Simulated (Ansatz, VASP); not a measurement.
# Sb8H: VASP beside Ansatz

```
Sb H
1.0
     4.30840    0.00000    0.00000
    -2.15420    3.73118    0.00000
     0.00000    0.00000   28.78321
Sb H
8 1
Cartesian
  2.1542 1.2437 8.0000
  0.0000 0.0000 9.5092
  0.0000 2.4875 11.7580
  2.1542 1.2437 13.2672
  0.0000 0.0000 15.5160
  0.0000 2.4875 17.0252
  2.1542 1.2437 19.2740
  0.0000 0.0000 20.7832
  2.1542 1.2437 21.2332
```

Alike in both runs: task relaxation of the atoms; functional PBE; k mesh 10 × 10 × 1; occupations gaussian, width 0.05 eV; no spin polarisation.

|  | VASP | Ansatz |
| --- | --- | --- |
| version | VASP 6.6.1 | Ansatz 0.2.0 |
| potentials or method | VASP PAW PBE potentials, release 64 (Sb, H) | scalar-relativistic, plane waves, PAW |
| plane-wave cutoff (eV) | 520 | 420 |
| valence electrons in the cell | 41 | 121 |

|  | VASP | Ansatz | Ansatz less VASP |
| --- | --- | --- | --- |
| gap on the k mesh at the Fermi level, each at its own relaxed structure (eV) | none | none | - |
| energy change over the relaxation (meV/atom) | -11 | -12 | -0.7 |

A gap of «none» marks a metal or a gap that the smearing closes. The two sets of potentials don't hold the same shells in valence. Ansatz warned: «xc_potential_rough_in_thin_density».

The runs have no spin-orbit coupling, so splittings on Sb are missing.
